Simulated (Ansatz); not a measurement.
LiI:
```xyz
2
Lattice="0.0000 3.0098 3.0098 3.0098 0.0000 3.0098 3.0098 3.0098 0.0000" Properties=species:S:1:pos:R:3 pbc="T T T"
Li     0.0000     0.0000     0.0000
I      3.0098     3.0098     3.0098
```

Relaxed with PBE.

Question: Map the electron localisation function on the plane through (0.000, 0.000, 0.000) spanned by u = [1, 0, 0] and v = [0, 1, -1] in lattice vectors, from plane-wave PAW PBE (Ansatz code).

Answer: x is the fraction of u, y of v (the angle between them is 90°; rows are the nearest grid lines); atoms in the plane: Li at (0.00, 0.00), I at (0.50, 0.50).
```
|@@@-              -@@@|
|@@%.   ........   .%@@|
|@@-   :--------:   -@@|
|:.   :++******++:   .:|
|    -*##########*-    |
|   :*############*:   |
|  :+##%#******#%##+:  |
| .-+###**++++**###+-. |
| .-*##**+=--=+**##*-. |
| .-*##*+=:..:=+*##*-. |
| .-*##*+-.--.-+*##*-. |
| .-*##*+-.--.-+*##*-. |
| .-*##*+=:..:=+*##*-. |
| .-*##**+=--=+**##*-. |
| .-+###**++++**###+-. |
|  :+##%#******#%##+:  |
|   :*############*:   |
|    -*##########*-    |
|:.   :++******++:   .:|
|@@-   :--------:   -@@|
|@@%.   ........   .%@@|
|@@@-              -@@@|
```
Scale: ten equal steps from 0.001 (start of ' ') to 0.999 (end of '@'), in the order ' .:-=+*#%@'; x runs from 0.000 to 1.00, y from 0.000 (bottom) to 1.00 (top).

The density is the valence pseudo-density with augmentation charge, so density and ELF within about 1 Å of a nucleus are not all-electron values.

Space group Fm-3m (rock salt). The cell was relaxed with PBE under the symmetry of its start; phonons on a q-mesh show no instability. Spin–orbit coupling is left out wherever it is not named.

Potentials: the later of the program's two PAW sets.
